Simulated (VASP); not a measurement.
# PbO2: equation of state with PBE

PbO2:

```
Pb O
1.0
     4.99496    0.00000    0.00000
     0.00000    4.99496    0.00000
     0.00000    0.00000    3.40900
Pb O
2 4
Direct
  0.50000 0.50000 0.50000
  0.00000 0.00000 0.00000
  0.69257 0.69257 0.00000
  0.80743 0.19257 0.50000
  0.19257 0.80743 0.50000
  0.30743 0.30743 0.00000
```

The cell is a database's computed one.

```json
{
 "Program": "VASP 6.6.1",
 "Task": "equation of state",
 "Functional": "PBE",
 "Potentials or basis": "VASP PAW PBE potentials, release 64 (Pb_d, O)",
 "Cutoff": "520 eV",
 "k mesh": "6 × 6 × 8",
 "Occupations": "fermi-dirac, width 0.05 eV",
 "Spin": "no spin polarisation",
 "Further INCAR settings": "ALGO = Normal; EDIFF = 1e-07; NBANDS = 35"
}
```

* Equilibrium volume: 14.84 Å³/atom
* Bulk modulus at fixed shape and positions: 120 GPa
* Pressure derivative of the bulk modulus: 5.2

Energy against volume, from the lowest point:
| volume (Å³/atom) | energy (meV/atom) |
| --- | --- |
| 13.325 | 72.01 |
| 13.609 | 45.44 |
| 13.892 | 25.69 |
| 14.176 | 11.96 |
| 14.459 | 3.60 |
| 14.743 | 0.00 |
| 15.026 | 0.62 |

All runs of the series together: 12 min on 1 thread of AMD EPYC 9R45 (Zen 5) (shared host).

Caveat: the cell was scaled at fixed shape and fractional positions, which overstates the stiffness of a crystal with free parameters, most of all of layers and chains. The run has no spin-orbit coupling, so splittings on Pb are missing.
